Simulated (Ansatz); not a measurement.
# Localised basis functions on generalised stacking fault on (111) (glide set) of a GaP-AlP solid solution (72 atoms)

Aim: test how closely localised support functions follow the reference on generalised stacking fault on (111) (glide set) of a GaP-AlP solid solution (72 atoms), and at what cost. A setting counts as converged where the r.m.s. difference of forces stays under 1 % of the r.m.s. force.

Calculated with Ansatz 0.2.0; Kohn-Sham DFT, PBE, PAW (set soft_2), plane waves.

## 1. Set-up

The cell holds 72 atoms: 18 Al, 36 P and 18 Ga. Its edges and angles: a = 6.683 Å, b = 11.576 Å, c = 19.176 Å, α = 90.0°, β = 85.0°, γ = 90.0°. It derives from GaP and AlP. Zinc-blende GaP lattice (a = 5.4569 Å, the value set for the mixture), cell with z along [111], 1 x 3 x 2 periods; the third cell vector is tilted by 0.250 of 1/2[11-2] and lengthened by 0.2 Å, so the cell holds one fault (glide set); displaced by a Gaussian of 0.01 Å; 18 of 36 Ga sites given to Al at random (lattice constant by Vegard's rule between GaP and AlP).

Before any run, some limits are plain. The host structure and its lattice constant were typed by rule, without a check against the phase diagram.

## 2. Plane-wave single point

The first run fixes the reference, at a cutoff of 420 eV.

input.yaml reads:

```yaml
crystal:
  lattice:
    - [6.68331, 0.0, 0.0]
    - [0.0, 11.57583, 0.0]
    - [1.67083, 0.0, 19.10326]
  atoms:
    - { symbol: Al, position: [0.49482, 0.16469, 0.0197] }
    - { symbol: P, position: [0.46731, 0.16679, 0.14378] }
    - { symbol: Ga, position: [0.78555, 0.16707, 0.18567] }
    - { symbol: P, position: [0.75866, 0.16841, 0.30947] }
    - { symbol: Ga, position: [0.99591, 0.00086, 0.0202] }
    - { symbol: P, position: [0.95979, 0.99994, 0.14529] }
    - { symbol: Al, position: [0.28788, 0.00026, 0.18533] }
    - { symbol: P, position: [0.25524, 0.99992, 0.30897] }
    - { symbol: Ga, position: [0.57737, 0.00057, 0.35109] }
    - { symbol: P, position: [0.54793, 0.99819, 0.47508] }
    - { symbol: Al, position: [0.49418, 0.50025, 0.01993] }
    - { symbol: P, position: [0.4638, 0.50019, 0.14412] }
    - { symbol: Ga, position: [0.78514, 0.49929, 0.18554] }
    - { symbol: P, position: [0.75626, 0.49907, 0.30821] }
    - { symbol: Al, position: [0.99605, 0.33292, 0.0212] }
    - { symbol: P, position: [0.96258, 0.3325, 0.14419] }
    - { symbol: Ga, position: [0.28666, 0.33346, 0.18511] }
    - { symbol: P, position: [0.25656, 0.33304, 0.30974] }
    - { symbol: Al, position: [0.579, 0.33354, 0.34983] }
    - { symbol: P, position: [0.55114, 0.33383, 0.47335] }
    - { symbol: Ga, position: [0.08001, 0.16518, 0.34972] }
    - { symbol: P, position: [0.04841, 0.16589, 0.47316] }
    - { symbol: Ga, position: [0.36896, 0.16698, 0.51505] }
    - { symbol: P, position: [0.33925, 0.16713, 0.63881] }
    - { symbol: Al, position: [0.66497, 0.16577, 0.67972] }
    - { symbol: P, position: [0.63045, 0.16812, 0.80432] }
    - { symbol: Ga, position: [0.87115, 0.99898, 0.51551] }
    - { symbol: P, position: [0.83906, 0.00038, 0.63795] }
    - { symbol: Al, position: [0.16377, 0.99979, 0.68001] }
    - { symbol: P, position: [0.13247, 0.99964, 0.80309] }
    - { symbol: Ga, position: [0.45657, 0.00029, 0.84556] }
    - { symbol: P, position: [0.42489, 0.99913, 0.9693] }
    - { symbol: Ga, position: [0.49463, 0.83227, 0.02075] }
    - { symbol: P, position: [0.46375, 0.83227, 0.14452] }
    - { symbol: Al, position: [0.78818, 0.834, 0.18553] }
    - { symbol: P, position: [0.75518, 0.83366, 0.3098] }
    - { symbol: Ga, position: [0.99478, 0.66708, 0.0211] }
    - { symbol: P, position: [0.96435, 0.66769, 0.14438] }
    - { symbol: Al, position: [0.28453, 0.66656, 0.18487] }
    - { symbol: P, position: [0.25685, 0.66552, 0.30996] }
    - { symbol: Al, position: [0.58325, 0.66677, 0.35088] }
    - { symbol: P, position: [0.54844, 0.66695, 0.47434] }
    - { symbol: Ga, position: [0.08088, 0.4993, 0.34953] }
    - { symbol: P, position: [0.04833, 0.49988, 0.47545] }
    - { symbol: Al, position: [0.36987, 0.49997, 0.51595] }
    - { symbol: P, position: [0.34022, 0.50024, 0.63909] }
    - { symbol: Al, position: [0.66266, 0.49908, 0.68094] }
    - { symbol: P, position: [0.63149, 0.50033, 0.80384] }
    - { symbol: Al, position: [0.87118, 0.33394, 0.51502] }
    - { symbol: P, position: [0.84096, 0.3328, 0.63998] }
    - { symbol: Al, position: [0.16372, 0.33503, 0.67968] }
    - { symbol: P, position: [0.1336, 0.33295, 0.80581] }
    - { symbol: Ga, position: [0.45428, 0.3315, 0.84581] }
    - { symbol: P, position: [0.42745, 0.33201, 0.96894] }
    - { symbol: Al, position: [0.95385, 0.16751, 0.84539] }
    - { symbol: P, position: [0.92372, 0.16751, 0.96848] }
    - { symbol: Al, position: [0.07593, 0.83139, 0.35079] }
    - { symbol: P, position: [0.04793, 0.83433, 0.47359] }
    - { symbol: Al, position: [0.36896, 0.83207, 0.51549] }
    - { symbol: P, position: [0.33859, 0.83381, 0.63928] }
    - { symbol: Ga, position: [0.66126, 0.83262, 0.68084] }
    - { symbol: P, position: [0.63039, 0.83534, 0.80375] }
    - { symbol: Ga, position: [0.86828, 0.66741, 0.51579] }
    - { symbol: P, position: [0.841, 0.66631, 0.6391] }
    - { symbol: Ga, position: [0.16512, 0.66597, 0.67865] }
    - { symbol: P, position: [0.13039, 0.66618, 0.8038] }
    - { symbol: Ga, position: [0.4562, 0.66634, 0.84504] }
    - { symbol: P, position: [0.42545, 0.66693, 0.96825] }
    - { symbol: Ga, position: [0.95648, 0.50025, 0.84606] }
    - { symbol: P, position: [0.92314, 0.49922, 0.97104] }
    - { symbol: Al, position: [0.95846, 0.83486, 0.84413] }
    - { symbol: P, position: [0.92391, 0.83301, 0.96964] }
kpoints:
  mp_grid: { grid: [2, 1, 1] }
hamiltonian:
  xc: pbe
scf:
  occupations: { method: gaussian, width: 0.025 }
output:
  forces: true
  stress: true
  populations: true
  dos:
    method: { smearing: { sigma: 0.15 } }
    de: 0.1
    projected: { site_lists: { Al: [Al], Ga: [Ga], P: [P] } }
  eigenvalues: true
  write_density: true
  write_potential: true
  volumetric_format: npy
  elf: true
```

Launch:

```sh
ansatz run input.yaml --threads 4 --pin off --max-ram 8192MiB --backend cpu --events-out ev --progress --plain --runs-dir out
```

Numbers of over 12 decimals in the logs are rounded to 6 here.

The program printed:

```text
Engine: ansatz 0.2.0, aarch64-unknown-linux-gnu
Pseudopotentials: kind: paw
Pseudopotential: Al, paw, valence charge 3, recommended cutoff 420 eV (normal), Al.paw.azcp
Pseudopotential: P, paw, valence charge 5, recommended cutoff 420 eV (normal), P.paw.azcp
Pseudopotential: Ga, paw, valence charge 13, recommended cutoff 420 eV (normal), Ga.paw.azcp
[... 5 lines on functional and potentials left out ...]
Crystal: 72 atoms, lattice volume = 1477.921 Å³
Basis set: ecut = 420 eV, 28887 PW (Γ), exchange–correlation on 90×160×270 points (8 copies of the dense FFT grid, shifted against one another)
Bands: 306, of which v1, the nominal top of the filled ones, is band 234 counted from 1 (233 counted from 0)
Symmetry: 1 space group operations
Space group: P1 (ITA 1), of the structure as read, at distance tolerance 1.1e-4 Å
k-points: 2
[... 7 lines on functional and potentials left out ...]
Initial density: superposition of atomic densities (neutral atoms: chi_scale 0, normalization atom), corrected by the library's trained network
Initial wavefunctions: pseudopotential atomic-orbital guess
Functional: x = pbe(κ = 0.804, μ = 0.219515), c = pbe(β = 0.066725)
SCF iter   1: F=—  HF=-105004.496592 eV  |F-HF|=—  |Δ(HF+E_count)|=         —  Δρ=2.06e-3  dr2=1.52e-1  ethr=1.77e-3  ⟨swp⟩=8.0  Hψ=2867  notcnv=0  defer=49
preconditioner: auto → Resta (q_TF=auto, 2.252 Å⁻¹)  ε∞=4.0  [insulator: Δε(μ)=0.737 eV  Ē_g=12.095 eV  σ=0.025 eV  W_gap=1.00  n_scr=292 (ndim 8)  ℏωp=20.9 eV  f_vac=0.000  D(μ)=0.00/eV (n_scr^D=0)  ε∞_Penn≈4.0]
SCF iter   2: F=—  HF=-105004.441024 eV  |F-HF|=—  |Δ(HF+E_count)|=   5.56e-2  Δρ=1.20e-3  dr2=2.17e-2  ethr=3.25e-5  ⟨swp⟩=2.0  Hψ=1188  notcnv=0  defer=128
SCF iter   3: F=—  HF=-105004.439590 eV  |F-HF|=—  |Δ(HF+E_count)|=   1.43e-3  Δρ=5.76e-4  dr2=5.21e-3  ethr=4.63e-6  ⟨swp⟩=2.0  Hψ=952  notcnv=0  defer=128
SCF iter   4: F=—  HF=-105004.440000 eV  |F-HF|=—  |Δ(HF+E_count)|=   4.10e-4  Δρ=1.78e-4  dr2=5.79e-4  ethr=1.11e-6  ⟨swp⟩=2.0  Hψ=952  notcnv=0  defer=128
SCF iter   5: F=—  HF=-105004.439911 eV  |F-HF|=—  |Δ(HF+E_count)|=   8.92e-5  Δρ=6.67e-5  dr2=8.04e-5  ethr=1.24e-7  ⟨swp⟩=2.0  Hψ=952  notcnv=0  defer=128
SCF iter   6: F=—  HF=-105004.439698 eV  |F-HF|=—  |Δ(HF+E_count)|=   2.14e-4  Δρ=1.94e-5  dr2=1.17e-5  ethr=1.72e-8  ⟨swp⟩=2.5  Hψ=953  notcnv=0  defer=128
SCF iter   7: F=—  HF=-105004.439702 eV  |F-HF|=—  |Δ(HF+E_count)|=   4.07e-6  Δρ=6.78e-6  dr2=1.37e-6  ethr=2.49e-9  ⟨swp⟩=2.0  Hψ=932  notcnv=0  defer=128
SCF iter   8: F=—  HF=-105004.439702 eV  |F-HF|=—  |Δ(HF+E_count)|=   6.20e-7  Δρ=2.60e-6  dr2=2.00e-7  ethr=2.92e-10  ⟨swp⟩=2.5  Hψ=1000  notcnv=0  defer=128
SCF iter   9: F=-105004.439702 eV  HF=-105004.439702 eV  |F-HF|=3.59e-8  |Δ(HF+E_count)|=   8.76e-8  Δρ=1.11e-6  dr2=4.48e-8  ethr=2.14e-11  ⟨swp⟩=19.0  Hψ=5722  notcnv=0
SCF 1 converged in 9 iterations: F = -105004.439702 eV  dr2 = 4.48e-8
  greatest PAW one-centre occupation: 0.995 electrons in one spin orbital (limit 2), on the Ga atom at site 4 (counted from 0), in its partial waves of l = 2
SCF converged after 9 iterations
Free energy (F): -105004.439702 eV
Harris-Foulkes:  -105004.439702 eV  (|F-HF|=3.59e-8)
Internal energy: -105004.439702 eV  (E = F + TS)
E sigma→0 (E₀):  -105004.439702 eV
Fermi energy:    7.303974 eV
--- Per-component energies (eV) ---
  E_band       = -1160.743554
  E_kinetic    = 5047.317665
  E_local      = -48295.128511  (includes V_loc(G=0)·N_el)
  E_nonlocal   = 9066.789134
  E_hartree    = 22268.072165
  E_xc         = -4179.900683
  E_vxc        = -3761.000715  (∫ρ·V_xc dr)
  E_paw        = -64720.299799  (= ΣΔE_a)
  E_vpaw       = -7754.874810  (= ΣTr[D̂ρ^β])
  E_aug_tail   = -0.001905  (compensation charges beyond the density's cutoff)
  E_ewald      = -24191.287768
  E_smearing   = -0.000000  (= −TS)
  E_closure    = 0.000000  (closes the sum)
  Σ components = -105004.439702   (vs F -105004.439702, Δ=0.00e0)
--- Forces (eV/Å), atoms counted from 1 ---
  atom   1  Al     1.56959091     0.22818941     0.24205298
  atom   2  P     -0.30052078    -0.02432247    -0.15009155
  atom   3  Ga     0.10749195    -0.05272045     0.16536070
  atom   4  P     -0.25139500    -0.26303713    -0.08147718
  atom   5  Ga     1.24913841    -0.06132939     0.24316960
  atom   6  P      0.40843281     0.15067675    -0.32189461
  atom   7  Al    -0.09191056     0.01067825    -0.08291387
  atom   8  P      0.02305596    -0.26024724    -0.08118891
  atom   9  Ga     0.06186335     0.13416206     0.07542004
  atom  10  P     -0.08351283     0.20535336    -0.11956040
  atom  11  Al     1.52564073    -0.09066882     0.10288975
  atom  12  P     -0.09954221     0.02064239    -0.20822409
  atom  13  Ga     0.12496618     0.11088554    -0.12347861
  atom  14  P      0.03212659     0.15063415     0.19227638
[...]
atom  71  Al    -0.22805495    -0.20537858     0.37450712
  atom  72  P     -1.39281510     0.14236398    -0.41392823
  max |Σ_I F_I| component: 3.77e-5 eV/Å
--- Stress (GPa, compression-positive) ---
        1.282452      -0.049764       1.157982
       -0.049764       5.178586       0.033310
        1.158000       0.033310       1.251536
  P = ⅓ Tr σ = 2.5709 GPa (25.709 kbar)
--- Band table (eV) ---
  k-point 0: bands = ["-8.6043", "-8.5864", "-8.5726", "-8.5686", [... 290 levels ...], "10.7203", "10.7329", "10.7481", "10.7790", "10.7897", "10.7963", "10.8354", "10.8572", "10.8720", "10.8905", "10.9262", "11.0024"]
  k-point 1: bands = ["-8.6047", "-8.5904", "-8.5763", "-8.5687", [... 290 levels ...], "10.8090", "10.8427", "10.8615", "10.8743", "10.8969", "10.9337", "10.9888", "10.9941", "11.0380", "11.0471", "11.0589", "11.0964"]
--- Löwdin populations: 72 sites ---
  site symbol       q [e]
     0     Al      2.5589
     1      P      5.1803
     2     Ga     12.9308
[...]
71      P      5.1474
  spilling = 0.004420 (of n_electrons = 468.000000)
```

It took 45 s on 4 threads of Arm Neoverse V2, shared host; peak memory 4.5 GiB.

The run gave:

```yaml
free_energy: -105004.4397 eV
free_energy_per_atom: -1458.3950 eV/atom
scf_cycles: 9
pressure: 2.571 GPa
r_m_s_force_component: 0.3706 eV/Å
longest_force: 1.611 eV/Å
fermi_energy: 7.304 eV
spacing_of_highest_filled_and_lowest_empty_level: 0.622 eV
spilling_of_the_projection: 0.00442
```

The r.m.s. force component of 0.37 eV/Å sets the scale for the differences below.

## 3. Support functions low

With localised support functions most steps grow linearly with size, though the diagonalisation grows faster unless the density matrix is cut; this run measures error and cost at this size. The level low gives here a grid of 30×54×90 points and a radius of 4.09 Å.

This step: Kohn-Sham DFT, PBE, PAW (set soft_2), localised support functions (low) (Ansatz 0.2.0).

input.yaml, the sections that differ from step 2:

```yaml
scf:
  occupations: { method: gaussian, width: 0.025 }
  eigensolver: { kind: { support_functions: { accuracy: low } } }
  mixing: { beta: 0.4 }
  max_iter: 150
output:
  forces: true
  eigenvalues: true
# crystal, kpoints, hamiltonian: as in step 2
```

The program printed:

```text
Warning: scf.eigensolver.kind.support_functions: disabling space-group detection — the functions' gradient is summed over unrotated k-points, so no spatial operation reduces the k-mesh or symmetrises the density; time reversal is kept, so that k and −k are solved as one point where they differ and the mesh holds both, and exact exchange and, on two spinor components, a DFT+U term hold to it where the run has them: [...]
settings of this run that can trade accuracy for cost: scf.eigensolver.kind.support_functions; scf.eigensolver.kind.support_functions.accuracy: low [...]
[...]
Crystal: 72 atoms, lattice volume = 1477.921 Å³
Basis set: ecut = 420 eV, 28887 PW (Γ), exchange–correlation on 90×160×270 points (8 copies of the dense FFT grid, shifted against one another)
Bands: 281, of which v1, the nominal top of the filled ones, is band 234 counted from 1 (233 counted from 0)
Symmetry: 1 space group operations
k-points: 2
[...]
Eigensolver: Support functions (low, 30×54×90 points, laid for a spacing of at most 0.228497 Å, radius 4.085723 Å, 2 species' potentials softened for the grid, 3 wholly corrected for its errors in the mean over positions, 3 with the egg-box correction, energy correction by stochastic trace)
[...]
SCF iter   1: F=—  HF=-104980.868056 eV  |F-HF|=—  |Δ(HF+E_count)|=         —  Δρ=3.79e-2  dr2=2.15e1  ethr=1.00e-1
[...]
SCF iter  11: F=—  HF=-105004.464592 eV  |F-HF|=—  |Δ(HF+E_count)|=   2.47e-3  Δρ=4.31e-5  dr2=3.25e-5  ethr=1.57e-8  κ⁻¹=1.7e-6(r=7)
SCF iter  12: F=-105004.466605 eV  HF=-105004.466608 eV  |F-HF|=2.80e-6  |Δ(HF+E_count)|=   2.02e-3  Δρ=1.19e-5  dr2=2.76e-6  ethr=6.95e-9
SCF 1 converged in 12 iterations: F = -105004.501133 eV  dr2 = 2.76e-6
[...]
SCF converged after 12 iterations
Stability not checked: this state was not tested for a lower state beside it, because the mixer in use, unlike msr1, does not test its closes by its own steps (another_mixer; see scf.mixing.algorithm and scf.lower_state_search)
Free energy (F): -105004.501133 eV
[...]
Internal energy: -105004.501133 eV  (E = F + TS)
E sigma→0 (E₀):  -105004.501133 eV
Fermi energy:    7.303786 eV
[...]
Σ components = -105004.501133   (vs F -105004.501133, Δ=0.00e0)
--- Forces (eV/Å), atoms counted from 1 ---
  atom   1  Al     1.56948964     0.22752988     0.24120060
  atom   2  P     -0.30107786    -0.02514908    -0.15025268
  atom   3  Ga     0.10747165    -0.05299767     0.16583418
  atom   4  P     -0.25207287    -0.26315335    -0.08100227
[...]
atom  72  P     -1.39262962     0.14225962    -0.41457501
  max |Σ_I F_I| component: 6.40e-3 eV/Å
--- Band table (eV) ---
[...]
```

Elapsed: 91 s, on 4 threads; peak memory 2.8 GiB; 5.8 min of CPU time.

The program notes that the band table was not solved further than the SCF left it and it switched symmetry off.

Keys that differ from the reference: support_functions.accuracy = "low", scf.max_iter = 150 and scf.mixing.beta = 0.4.

Forces differ from the reference by 0.38 meV/Å r.m.s., 0.10 % of their size, well within a tolerance of 1 %; the energy by -0.85 meV/atom. It took 91 s and 12 cycles; the reference's time can't be set against it, since the two runs asked for unlike analyses.

## 4. Support functions medium

The level medium is asked for. Here it resolves to the same grid and radius as in the run with support functions low, so the basis is not new.

This step: Kohn-Sham DFT, PBE, PAW (set soft_2), localised support functions (medium) (Ansatz 0.2.0).

input.yaml, the sections that differ from step 3:

```yaml
scf:
  occupations: { method: gaussian, width: 0.025 }
  eigensolver: { kind: { support_functions: { accuracy: medium } } }
  mixing: { beta: 0.4 }
  max_iter: 150
# crystal, kpoints, hamiltonian, output: as in step 3
```

The program printed:

```text
[...]
Crystal: 72 atoms, lattice volume = 1477.921 Å³
Basis set: ecut = 420 eV, 28887 PW (Γ), exchange–correlation on 90×160×270 points (8 copies of the dense FFT grid, shifted against one another)
Bands: 281, of which v1, the nominal top of the filled ones, is band 234 counted from 1 (233 counted from 0)
Symmetry: 1 space group operations
k-points: 2
[...]
Eigensolver: Support functions (medium, 30×54×90 points, laid for a spacing of at most 0.228497 Å, radius 4.085723 Å, 2 species' potentials softened for the grid, 3 wholly corrected for its errors in the mean over positions, 3 with the egg-box correction, energy correction by stochastic trace)
[...]
SCF iter   1: F=—  HF=-104980.868056 eV  |F-HF|=—  |Δ(HF+E_count)|=         —  Δρ=3.79e-2  dr2=2.15e1  ethr=1.00e-1
[...]
SCF iter  12: F=—  HF=-105004.466608 eV  |F-HF|=—  |Δ(HF+E_count)|=   2.02e-3  Δρ=1.19e-5  dr2=2.76e-6  ethr=6.95e-9  κ⁻¹=3.3e-6(r=7)
SCF iter  13: F=-105004.468282 eV  HF=-105004.468282 eV  |F-HF|=2.78e-8  |Δ(HF+E_count)|=   1.67e-3  Δρ=6.52e-6  dr2=1.07e-6  ethr=5.91e-10
SCF 1 converged in 13 iterations: F = -105004.501137 eV  dr2 = 1.07e-6
[...]
SCF converged after 13 iterations
[...]
Free energy (F): -105004.501137 eV
[...]
Internal energy: -105004.501137 eV  (E = F + TS)
E sigma→0 (E₀):  -105004.501137 eV
Fermi energy:    7.303827 eV
[...]
Σ components = -105004.501137   (vs F -105004.501137, Δ=0.00e0)
--- Forces (eV/Å), atoms counted from 1 ---
  atom   1  Al     1.56957621     0.22757822     0.24135230
  atom   2  P     -0.30112454    -0.02512232    -0.15034185
  atom   3  Ga     0.10744649    -0.05295289     0.16588194
  atom   4  P     -0.25212557    -0.26309534    -0.08101690
[...]
atom  72  P     -1.39274977     0.14229998    -0.41466662
  max |Σ_I F_I| component: 6.09e-3 eV/Å
--- Band table (eV) ---
[...]
```

Run time: 1.7 min. Hardware: 4 threads; peak memory 2.8 GiB.

Keys that differ from the reference: support_functions.accuracy = "medium", scf.max_iter = 150 and scf.mixing.beta = 0.4.

Forces differ from the reference by 0.37 meV/Å r.m.s., 0.099 % of their size, well within a tolerance of 1 %; the energy by -0.85 meV/atom. It took 1.7 min and 13 cycles; the reference's time can't be set against it, since the two runs asked for unlike analyses.

## 5. Support functions medium, radius 3.27 Å

The radius confines each support function; a larger one gives more freedom and more work per atom.

input.yaml, the sections that differ from step 4:

```yaml
scf:
  occupations: { method: gaussian, width: 0.025 }
  eigensolver: { kind: { support_functions: { accuracy: medium, radius: 3.27 } } }
  mixing: { beta: 0.4 }
  max_iter: 150
# crystal, kpoints, hamiltonian, output: as in step 4
```

The program printed:

```text
Warning: scf.eigensolver.kind.support_functions: disabling space-group detection — the functions' gradient is summed over unrotated k-points, so no spatial operation reduces the k-mesh or symmetrises the density; time reversal is kept, so that k and −k are solved as one point where they differ and the mesh holds both, and exact exchange and, on two spinor components, a DFT+U term hold to it where the run has them: [...]
settings of this run that can trade accuracy for cost: scf.eigensolver.kind.support_functions [...]
Engine: ansatz 0.2.0, aarch64-unknown-linux-gnu
Pseudopotentials: kind: paw
Pseudopotential: Al, paw, valence charge 3, recommended cutoff 420 eV (normal), Al.paw.azcp
Pseudopotential: P, paw, valence charge 5, recommended cutoff 420 eV (normal), P.paw.azcp
Pseudopotential: Ga, paw, valence charge 13, recommended cutoff 420 eV (normal), Ga.paw.azcp
[... 5 lines on functional and potentials left out ...]
Error: SCF: the radius of support functions is under 3.89 Å, the least for these sites at the functions' level (scf.eigensolver.kind.support_functions.accuracy). Use scf.eigensolver.kind: auto, or type scf.eigensolver.kind.support_functions.radius at least as long, [...]
```

It took 1.6 s on 4 threads; peak memory 0.31 GiB.

The program refuses radii under 3.89 Å for these atoms at this level.

(Part 1 of 2 ends here.)

[Logs are printed without paths, hosts, clocks, repeated set-up lines and the standing remarks that a program may print on its own settings, such as how far it seeks lower states.]

[Hosts, paths, dates, database ids (printed as entryN), source tags and the programs' standing remarks are cut or masked in the printed files.]
